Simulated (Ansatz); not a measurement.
## AlGa3N4: the gap under pressure

AlGa3N4, Pm, a = 5.142 Å, b = 3.165 Å, c = 5.478 Å, β = 90.0°. The structure is a Materials Project entry; whether it is the stable form wasn't checked. Ansatz: PBEsol, PAW, 420 eV, Γ-centred 6×8×6 mesh on 8 atoms, Gaussian smearing 0.02 eV; no spin polarisation. Cell and atoms are relaxed at each pressure, and no other structure is tried, so the rows at high pressure may lie past a change of phase. The gap is sought over the whole zone. The pressures are the targets, met within 0.06 GPa.

| P (GPa) | gap y (eV) |
| --- | --- |
| -2.0 | ? |
| 0.0 | 2.359 |
| 2.0 | 2.431 |
| 5.0 | 2.530 |
| 10.0 | 2.686 |
| 20.0 | 2.957 |

Question: Fit y = E0 + αP + βP² to the other rows and predict the missing gap.

Answer: Least squares on the rows shown. y = 2.3599 + 0.035444 P − 0.00027970 P². So α = 35.4 meV/GPa at zero pressure. At P = -2.0 the fit asked for gives 2.288 eV. The run gave 2.285 eV, so the fit is 0.003 eV too high, a small miss on the scale of the series.

Semilocal functionals give gaps under the measured ones; changes of the gap mostly carry over better.